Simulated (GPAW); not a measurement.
The system is GaP.

```
CELL_PARAMETERS angstrom
0.00000 2.72525 2.72525
2.72525 0.00000 2.72525
2.72525 2.72525 0.00000
ATOMIC_POSITIONS crystal
Ga 0.00000 0.00000 0.00000
P 0.75000 0.75000 0.75000
```

| Item | Value |
| --- | --- |
| Program | GPAW 26.7.0 |
| Task | relaxation of cell and atoms |
| Functional | PBE |
| Dispersion | D3(BJ) |
| Potentials or basis | GPAW PAW data sets (gpaw-data 1.2.1) |
| Cutoff | 600 eV |
| Basis | pw |
| k mesh | 8 × 8 × 8 |
| Occupations | fermi-dirac, width 0.05 eV |
| Spin | no spin polarisation |

At the start: pressure 1.8 GPa; volume 20.24 Å³/atom.

Problem. Where does the relaxation end?

Solution. Over 3 steps the energy falls by 2.4 meV/atom and the volume is 20.65 Å³/atom (+2.0 %); space group F-43m (No. 216, to 0.05 Å).

Step by step:
```tsv
step	energy change (eV)	largest force (eV/Å)	pressure (GPa)	volume (Å³)
1	0.0000	0.0000	1.83	40.48
2	-0.0020	0.0000	1.37	40.68
3	-0.0047	0.0000	0.03	41.29
```

Final structure:
```
Ga P
1.0
     0.00000    2.74337    2.74337
     2.74337    0.00000    2.74337
     2.74337    2.74337    0.00000
Ga P
1 1
Direct
  0.00000 0.00000 0.00000
  0.75000 0.75000 0.75000
```

Caveat: the data sets keep Ga 3d, Li 1s and Be 1s frozen, and some such compounds lay over 1.5 % in volume off other programs; later steps reuse the first step's grids.
